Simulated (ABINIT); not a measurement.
# KTaO3 (Pm-3m) in ABINIT: notebook

Runs on KTaO3. Level: r2SCAN. Tasks: single point.

Everything below comes from runs of ABINIT 10.8.3 (patched build). Logs are shortened: lines on timing, memory, paths and dates and some standing lists are left out, and cuts for length are marked. The log counts tension as positive stress, the text compression.

**1. The crystal as given**

It takes space group Pm-3m (No. 221, cubic). Conventional cell: a = 3.988 Å, b = 3.988 Å, c = 3.988 Å, α = 90.00°, β = 90.00°, γ = 90.00°. Ta (site symmetry m-3m) is surrounded by 6 O at 1.99 Å. Around K (site symmetry m-3m) lie 12 O at 2.82 Å. O (site symmetry 4/mmm) is surrounded by 2 Ta at 1.99 Å.

**2. Single point, r2SCAN**

run.abi reads:

```
pp_dirpath "./"
pseudos "Ta.GGA_PBE-ansatz.xml, K.GGA_PBE-ansatz.xml, O.GGA_PBE-ansatz.xml"

acell 3*1.0 Angstrom
rprim
     3.9883000000     0.0000000000     0.0000000000
     0.0000000000     3.9883000000     0.0000000000
     0.0000000000     0.0000000000     3.9883000000
ntypat 3
znucl 73 19 8
natom 5
typat 1 2 3 3 3
xred
     0.0000000000     0.0000000000     0.0000000000
     0.5000000000     0.5000000000     0.5000000000
     0.0000000000     0.0000000000     0.5000000000
     0.0000000000     0.5000000000     0.0000000000
     0.5000000000     0.0000000000     0.0000000000

ecut 517.016339 eV
pawecutdg 38.0
pawovlp 30

kptopt 1
ngkpt 7 7 7
nshiftk 1
shiftk 0.0 0.0 0.0

ixc -497498
usekden 1
pawxcdev 0

nband 24
occopt 3
tsmear 0.00183747

nstep 100
tolvrs 1.0e-7

iomode 3
prtwf 0
prteig 0
prtebands 0
prtden 1
prtvha 1
prtvclmb 1
prtpot 1
```

Potentials or basis: Ansatz PAW PBE default generated set, frozen core.

Started as:

```sh
mpirun --bind-to none -np 4 abinit run.abi > log 2>&1
```

run.abo:

```text
[... set-up lines left out ...]
 ETOT  1  -90.236280404421    -9.024E+01 3.443E+00 5.725E+01
 ETOT  2  -90.314658363924    -7.838E-02 2.717E-02 3.338E+01
 ETOT  3  -90.265436310998     4.922E-02 1.018E-02 1.551E+00
 ETOT  4  -90.270011300190    -4.575E-03 9.288E-03 5.753E-01
 ETOT  5  -90.268510401399     1.501E-03 1.276E-03 1.659E-02
 ETOT  6  -90.268537201017    -2.680E-05 1.697E-03 1.923E-03
 ETOT  7  -90.268531918710     5.282E-06 9.960E-04 7.511E-05
 ETOT  8  -90.268532080326    -1.616E-07 1.447E-03 9.613E-06
 ETOT  9  -90.268532053791     2.654E-08 1.028E-03 5.430E-07
 ETOT 10  -90.268532056730    -2.940E-09 9.621E-04 2.832E-08

 At SCF step   10       nres2   =  2.83E-08 < tolvrs=  1.00E-07 =>converged.

Result for kinetic energy density :

--------------------------------------------------------------------------------
 Total kinetic energy density [Ha/Bohr^3]
)     Maximum=    2.1840E+00  at reduced coord.    0.0000    0.0000    0.0000
)     Minimum=    2.6166E-03  at reduced coord.    0.4889    0.4889    0.0000
   Integrated=    4.2261E+01
--------------------------------------------------------------------------------

 Cartesian components of stress tensor (hartree/bohr^3)
  sigma(1 1)= -1.38912481E-06  sigma(3 2)=  0.00000000E+00
  sigma(2 2)= -1.38912481E-06  sigma(3 1)=  0.00000000E+00
  sigma(3 3)= -1.38912481E-06  sigma(2 1)=  0.00000000E+00

--- !ResultsGS
iteration_state: {dtset: 1, }
comment   : Summary of ground state results
lattice_vectors:
- [  7.5367947,   0.0000000,   0.0000000, ]
- [  0.0000000,   7.5367947,   0.0000000, ]
- [  0.0000000,   0.0000000,   7.5367947, ]
lattice_lengths: [   7.53679,    7.53679,    7.53679, ]
lattice_angles: [ 90.000,  90.000,  90.000, ] # degrees, (23, 13, 12)
lattice_volume:   4.2811462E+02
convergence: {deltae: -2.940E-09, res2:  2.832E-08, residm:  9.621E-04, diffor: null, }
etotal    :  -9.02685321E+01
entropy   :   0.00000000E+00
fermie    :   1.80695814E-01
cartesian_stress_tensor: # hartree/bohr^3
- [ -1.38912481E-06,   0.00000000E+00,   0.00000000E+00, ]
- [  0.00000000E+00,  -1.38912481E-06,   0.00000000E+00, ]
- [  0.00000000E+00,   0.00000000E+00,  -1.38912481E-06, ]
pressure_GPa:   4.0869E-02
xred      :
- [  0.0000E+00,   0.0000E+00,   0.0000E+00, Ta]
- [  5.0000E-01,   5.0000E-01,   5.0000E-01,  K]
- [  0.0000E+00,   0.0000E+00,   5.0000E-01,  O]
- [  0.0000E+00,   5.0000E-01,   0.0000E+00,  O]
- [  5.0000E-01,   0.0000E+00,   0.0000E+00,  O]
cartesian_forces: # hartree/bohr
- [ -0.00000000E+00,  -0.00000000E+00,  -0.00000000E+00, ]
- [ -0.00000000E+00,  -0.00000000E+00,  -0.00000000E+00, ]
- [ -0.00000000E+00,  -0.00000000E+00,  -0.00000000E+00, ]
- [ -0.00000000E+00,  -0.00000000E+00,  -0.00000000E+00, ]
- [ -0.00000000E+00,  -0.00000000E+00,  -0.00000000E+00, ]
force_length_stats: {min:   0.00000000E+00, max:   0.00000000E+00, mean:   0.00000000E+00, }
...

 Integrated electronic density in atomic spheres:
 ------------------------------------------------
 Atom  Sphere_radius  Integrated_density
    1        2.63806         11.73797585
    2        2.63806          7.92172751
    3        1.79524          5.81600770
    4        1.79524          5.81600770
    5        1.79524          5.81600770

================================================================================

 ----iterations are completed or convergence reached----

 Mean square residual over all n,k,spin=   31.433E-07; max=  96.206E-05
 reduced coordinates (array xred) for    5 atoms
       0.000000000000      0.000000000000      0.000000000000
       0.500000000000      0.500000000000      0.500000000000
       0.000000000000      0.000000000000      0.500000000000
       0.000000000000      0.500000000000      0.000000000000
       0.500000000000      0.000000000000      0.000000000000
 rms dE/dt=  0.0000E+00; max dE/dt=  0.0000E+00; dE/dt below (all hartree)
    1       0.000000000000      0.000000000000      0.000000000000
    2       0.000000000000      0.000000000000      0.000000000000
    3       0.000000000000      0.000000000000      0.000000000000
    4       0.000000000000      0.000000000000      0.000000000000
    5       0.000000000000      0.000000000000      0.000000000000

 cartesian coordinates (angstrom) at end:
    1      0.00000000000000     0.00000000000000     0.00000000000000
    2      1.99415000000000     1.99415000000000     1.99415000000000
    3      0.00000000000000     0.00000000000000     1.99415000000000
    4      0.00000000000000     1.99415000000000     0.00000000000000
    5      1.99415000000000     0.00000000000000     0.00000000000000

 cartesian forces (hartree/bohr) at end:
    1     -0.00000000000000    -0.00000000000000    -0.00000000000000
    2     -0.00000000000000    -0.00000000000000    -0.00000000000000
    3     -0.00000000000000    -0.00000000000000    -0.00000000000000
    4     -0.00000000000000    -0.00000000000000    -0.00000000000000
    5     -0.00000000000000    -0.00000000000000    -0.00000000000000
 frms,max,avg= 0.0000000E+00 0.0000000E+00   0.000E+00  0.000E+00  0.000E+00 h/b

 cartesian forces (eV/Angstrom) at end:
    1     -0.00000000000000    -0.00000000000000    -0.00000000000000
    2     -0.00000000000000    -0.00000000000000    -0.00000000000000
    3     -0.00000000000000    -0.00000000000000    -0.00000000000000
    4     -0.00000000000000    -0.00000000000000    -0.00000000000000
    5     -0.00000000000000    -0.00000000000000    -0.00000000000000
 frms,max,avg= 0.0000000E+00 0.0000000E+00   0.000E+00  0.000E+00  0.000E+00 e/A
 length scales=  1.889726125908  1.889726125908  1.889726125908 bohr
              =  1.000000000000  1.000000000000  1.000000000000 angstroms
 Fermi (or HOMO) energy (hartree) =   0.18070   Average Vxc (hartree)=  -0.42296
 Eigenvalues (hartree) for nkpt=  20  k points:
 kpt#   1, nband= 24, wtk=  0.00292, kpt=  0.0000  0.0000  0.0000 (reduced coord)
  -2.41800   -1.16027   -1.16027   -1.16027   -0.90996   -0.54824   -0.52401   -0.52401
  -0.27740   -0.27740   -0.27740    0.04103    0.04103    0.04103    0.09240    0.09240
   0.09240    0.10881    0.10881    0.10881    0.22881    0.22881    0.22881    0.39601
      occupation numbers for kpt#   1
   2.00000    2.00000    2.00000    2.00000    2.00000    2.00000    2.00000    2.00000
   2.00000    2.00000    2.00000    2.00000    2.00000    2.00000    2.00000    2.00000
   2.00000    2.00000    2.00000    2.00000    0.00000    0.00000    0.00000    0.00000
 prteigrs : prtvol=0 or 1, do not print more k-points.

--- !EnergyTerms
iteration_state     : {dtset: 1, }
comment             : Components of total free energy in Hartree
kinetic             :  4.22612697987529E+01
hartree             :  2.86163719087351E+01
xc                  : -2.05797022944798E+01
Ewald energy        : -1.03682236344862E+02
psp_core            :  7.04608802673626E+00
local_psp           : -8.87523470351212E+01
PAW spherical_terms :  4.48219410940685E+01
internal            : -9.02686148461707E+01
'-kT*entropy'       : -1.73972876174546E-14
total_energy        : -9.02686148461707E+01
total_energy_eV     : -2.45633414446885E+03
...

--- !EnergyTermsDC
iteration_state     : {dtset: 1, }
comment             : '"Double-counting" decomposition of free energy'
band_energy         : -1.76776954232766E+01
Ewald energy        : -1.03682236344862E+02
psp_core            :  7.04608802673626E+00
xc_dc               : -2.40474156362392E+01
PAW spherical_terms :  4.80927273209116E+01
internal            : -9.02685320567304E+01
'-kT*entropy'       : -1.73972876174546E-14
total_energy_dc     : -9.02685320567304E+01
total_energy_dc_eV  : -2.45633189165341E+03
...

--- !EnergyTermsWithPAWCore
iteration_state     : {dtset: 1, }
comment             : 'Components of total free energy, including PAW core contributions'
Total energy        : -1.51038513936552E+04
Total energy DC     : -1.51038513108658E+04
Total energy (eV)   : -4.10996734074650E+05
Total energy DC (eV): -4.10996731821835E+05
...

 Cartesian components of stress tensor (hartree/bohr^3)
  sigma(1 1)= -1.38912481E-06  sigma(3 2)=  0.00000000E+00
  sigma(2 2)= -1.38912481E-06  sigma(3 1)=  0.00000000E+00
  sigma(3 3)= -1.38912481E-06  sigma(2 1)=  0.00000000E+00

-Cartesian components of stress tensor (GPa)         [Pressure=  4.0869E-02 GPa]
- sigma(1 1)= -4.08694628E-02  sigma(3 2)=  0.00000000E+00
- sigma(2 2)= -4.08694628E-02  sigma(3 1)=  0.00000000E+00
- sigma(3 3)= -4.08694628E-02  sigma(2 1)=  0.00000000E+00

== END DATASET(S) ==============================================================
================================================================================

 -outvars: echo values of variables after computation  --------
            acell      1.8897261259E+00  1.8897261259E+00  1.8897261259E+00 Bohr
           etotal     -9.0268532057E+01
            fcart     -0.0000000000E+00 -0.0000000000E+00 -0.0000000000E+00
                      -0.0000000000E+00 -0.0000000000E+00 -0.0000000000E+00
                      -0.0000000000E+00 -0.0000000000E+00 -0.0000000000E+00
                      -0.0000000000E+00 -0.0000000000E+00 -0.0000000000E+00
                      -0.0000000000E+00 -0.0000000000E+00 -0.0000000000E+00
            rprim      3.9883000000E+00  0.0000000000E+00  0.0000000000E+00
                       0.0000000000E+00  3.9883000000E+00  0.0000000000E+00
                       0.0000000000E+00  0.0000000000E+00  3.9883000000E+00
           strten     -1.3891248071E-06 -1.3891248071E-06 -1.3891248071E-06
                       0.0000000000E+00  0.0000000000E+00  0.0000000000E+00
           xangst      0.0000000000E+00  0.0000000000E+00  0.0000000000E+00
                       1.9941500000E+00  1.9941500000E+00  1.9941500000E+00
                       0.0000000000E+00  0.0000000000E+00  1.9941500000E+00
                       0.0000000000E+00  1.9941500000E+00  0.0000000000E+00
                       1.9941500000E+00  0.0000000000E+00  0.0000000000E+00
             xred      0.0000000000E+00  0.0000000000E+00  0.0000000000E+00
                       5.0000000000E-01  5.0000000000E-01  5.0000000000E-01
                       0.0000000000E+00  0.0000000000E+00  5.0000000000E-01
                       0.0000000000E+00  5.0000000000E-01  0.0000000000E+00
                       5.0000000000E-01  0.0000000000E+00  0.0000000000E+00
 Calculation completed.
```

It took 68 s on 4 MPI ranks of Arm Neoverse V2, shared host; peak memory 1.2 GiB.

What came out:

```yaml
Free_energy: -2456.3319 eV
Pressure: 0.0 GPa
Band_gap_on_the_k_mesh: 2.69 eV, indirect (least direct gap 3.27 eV)
```

Caveat: totals of a meta-GGA on PAW files have another zero than those of a GGA; the PAW data sets were made with another functional, which shifts forces and pressure a little; spin-orbit coupling is left out, which moves the levels of the heavy elements; an odd mesh through Γ misses points on the zone boundary, where band edges often lie; the atomic spheres overlap. r2SCAN opens gaps a little over a GGA but as a rule still falls short of measured ones.

**3. Single point, r2SCAN**

Edit run.abi of step 2 so:

```diff
@@ -1,3 +1,3 @@
 pp_dirpath "./"
-pseudos "Ta.GGA_PBE-ansatz.xml, K.GGA_PBE-ansatz.xml, O.GGA_PBE-ansatz.xml"
+pseudos "Ta.GGA_PBE-JTH.xml, K.GGA_PBE-JTH.xml, O.GGA_PBE-JTH.xml"
 
@@ -19,5 +19,4 @@
 
-ecut 517.016339 eV
-pawecutdg 38.0
-pawovlp 30
+ecut 761.918815 eV
+pawecutdg 50.0
```

Potentials or basis: JTH PAW PBE v2.0.

Started as:

```sh
mpirun --bind-to none -np 4 abinit run.abi > log 2>&1
```

Run time: 51 s. Hardware: 4 MPI ranks of Arm Neoverse V2, shared host; peak memory 0.64 GiB.

It converged, with:

```
Free energy            : -2470.7252 eV
Pressure               : -0.1 GPa
Band gap on the k mesh : 2.67 eV, indirect (least direct gap 3.27 eV)
```

Levels at points of the mesh, in eV from the valence-band top:
| k point | band 18 | band 19 | band 20 | band 21 | band 22 | band 23 |
| --- | --- | --- | --- | --- | --- | --- |
| (0.00, 0.00, 0.00) | -0.59 | -0.59 | -0.59 | 2.67 | 2.67 | 2.67 |

Caveat: totals of a meta-GGA on PAW files have another zero than those of a GGA; the PAW data sets were made with another functional, which shifts forces and pressure a little; spin-orbit coupling is left out, which moves the levels of the heavy elements; an odd mesh through Γ misses points on the zone boundary, where band edges often lie; the atomic spheres overlap. r2SCAN opens gaps a little over a GGA but as a rule still falls short of measured ones.

**4. Single point, r2SCAN**

Edit run.abi of step 3 so:

```diff
@@ -1,3 +1,3 @@
 pp_dirpath "./"
-pseudos "Ta.GGA_PBE-JTH.xml, K.GGA_PBE-JTH.xml, O.GGA_PBE-JTH.xml"
+pseudos "Ta.upf, K.upf, O.upf"
 
@@ -19,4 +19,3 @@
 
-ecut 761.918815 eV
-pawecutdg 50.0
+ecut 1523.837630 eV
 
@@ -29,3 +28,4 @@
 usekden 1
-pawxcdev 0
+nc_xccc_gspace 1
+boxcutmin 3.0
 
@@ -36,3 +36,3 @@
 nstep 100
-tolvrs 1.0e-7
+tolvrs 1.0e-9
```

Potentials or basis: Ansatz NC r2SCAN.

Started as:

```sh
mpirun --bind-to none -np 4 abinit run.abi > log 2>&1
```

It took 5.3 min on 4 MPI ranks of Arm Neoverse V2, shared host; peak memory 1.2 GiB.

It converged, with:

```yaml
Free_energy: -4209.1487 eV
Pressure: 0.7 GPa
Band_gap_on_the_k_mesh: 2.70 eV, indirect (least direct gap 3.27 eV)
Valence_electrons_inside_the_program's_atomic_spheres: Ta 9.04; K 6.97; O 6.35
```

Levels at points of the mesh, in eV from the valence-band top:
```
           k point  band 18  band 19  band 20  band 21  band 22  band 23
(0.00, 0.00, 0.00)    -0.58    -0.58    -0.58     2.70     2.70     2.70
```

Caveat: spin-orbit coupling is left out, which moves the levels of the heavy elements; an odd mesh through Γ misses points on the zone boundary, where band edges often lie.

**5. Single point, r2SCAN**

Edit run.abi of step 4 so:

```diff
@@ -1,3 +1,3 @@
 pp_dirpath "./"
-pseudos "Ta.upf, K.upf, O.upf"
+pseudos "Ta_ONCV_PBE-1.2.upf, K_ONCV_PBE-1.2.upf, O_ONCV_PBE-1.2.upf"
 
@@ -19,3 +19,3 @@
 
-ecut 1523.837630 eV
+ecut 1360.569312 eV
 
@@ -28,6 +28,4 @@
 usekden 1
-nc_xccc_gspace 1
-boxcutmin 3.0
 
-nband 24
+nband 33
 occopt 3
@@ -46 +44,2 @@
 prtpot 1
+prtelf 1
```

Potentials or basis: SG15 NC PBE v1.2.

Started as:

```sh
mpirun --bind-to none -np 4 abinit run.abi > log 2>&1
```

Run time: 2.2 min. Hardware: 4 MPI ranks of Arm Neoverse V2, shared host; peak memory 0.44 GiB.

The run converged. Its results:

- Free energy: -8826.5911 eV
- Pressure: -3.5 GPa
- Band gap on the k mesh: 2.35 eV, indirect (least direct gap 2.89 eV)
- Valence electrons inside the program's atomic spheres: Ta 22.95; K 6.98; O 6.37

Levels at points of the mesh, in eV from the valence-band top:
```tsv
k point	band 24	band 25	band 26	band 27	band 28	band 29	band 30	band 31
(0.00, 0.00, 0.00)	-1.01	-0.54	-0.54	-0.54	2.35	2.35	2.35	6.81
```

Caveat: the potentials were made for another functional, which shifts forces and pressure; spin-orbit coupling is left out, which moves the levels of the heavy elements; an odd mesh through Γ misses points on the zone boundary, where band edges often lie.

**6. Single point, r2SCAN**

Edit run.abi of step 5 so:

```diff
@@ -1,3 +1,3 @@
 pp_dirpath "./"
-pseudos "Ta_ONCV_PBE-1.2.upf, K_ONCV_PBE-1.2.upf, O_ONCV_PBE-1.2.upf"
+pseudos "Ta.upf, K.upf, O.upf"
 
@@ -28,4 +28,6 @@
 usekden 1
+nc_xccc_gspace 1
+boxcutmin 3.0
 
-nband 33
+nband 24
 occopt 3
@@ -44,2 +46 @@
 prtpot 1
-prtelf 1
```

Potentials or basis: PseudoDojo NC SR PBE v0.4.1 standard.

Started as:

```sh
mpirun --bind-to none -np 4 abinit run.abi > log 2>&1
```

Run time: 4.2 min. Hardware: 4 MPI ranks of Arm Neoverse V2, shared host; peak memory 0.92 GiB.

The run converged. Its results:

| Property | Result |
| --- | --- |
| Free energy | -3992.4939 eV |
| Pressure | -1.1 GPa |
| Band gap on the k mesh | 2.60 eV, indirect (least direct gap 3.21 eV) |
| Valence electrons inside the program's atomic spheres | Ta 9.07; K 6.98; O 6.34 |

Levels at points of the mesh, in eV from the valence-band top:
```csv
k point,band 16,band 17,band 18,band 19,band 20,band 21,band 22,band 23,band 24
"(0.00, 0.00, 0.00)",-1.04,-1.04,-0.61,-0.61,-0.61,2.60,2.60,2.60,6.97
```

Caveat: a meta-GGA on potentials with a model core is unreliable; the potentials were made for another functional, which shifts forces and pressure; spin-orbit coupling is left out, which moves the levels of the heavy elements; an odd mesh through Γ misses points on the zone boundary, where band edges often lie.

**7. Summary**

```csv
potentials or basis,cutoff (eV),fine-grid cutoff,gap on the mesh (eV),pressure (GPa)
"Ansatz PAW PBE default generated set, frozen core",517,1034.03 eV,2.69,0.0
JTH PAW PBE v2.0,762,1360.57 eV,2.67,-0.1
Ansatz NC r2SCAN,1524,-,2.70,0.7
SG15 NC PBE v1.2,1361,-,2.35,-3.5
PseudoDojo NC SR PBE v0.4.1 standard,1361,-,2.60,-1.1
```

Alike in all rows: task single point; level r2SCAN; no spin polarisation; cell as given; k mesh 7 × 7 × 7; smearing fermi-dirac 0.05 eV.

Caveats: spin-orbit coupling is left out, which moves the levels of the heavy elements; an odd mesh through Γ misses points on the zone boundary, where band edges often lie; totals of a meta-GGA on PAW files have another zero than those of a GGA (some runs); the PAW data sets were made with another functional, which shifts forces and pressure a little (some runs); the atomic spheres overlap (some runs); the potentials were made for another functional, which shifts forces and pressure (some runs).

Total energies depend on the potentials used, so only differences within one code and one set of settings carry meaning.
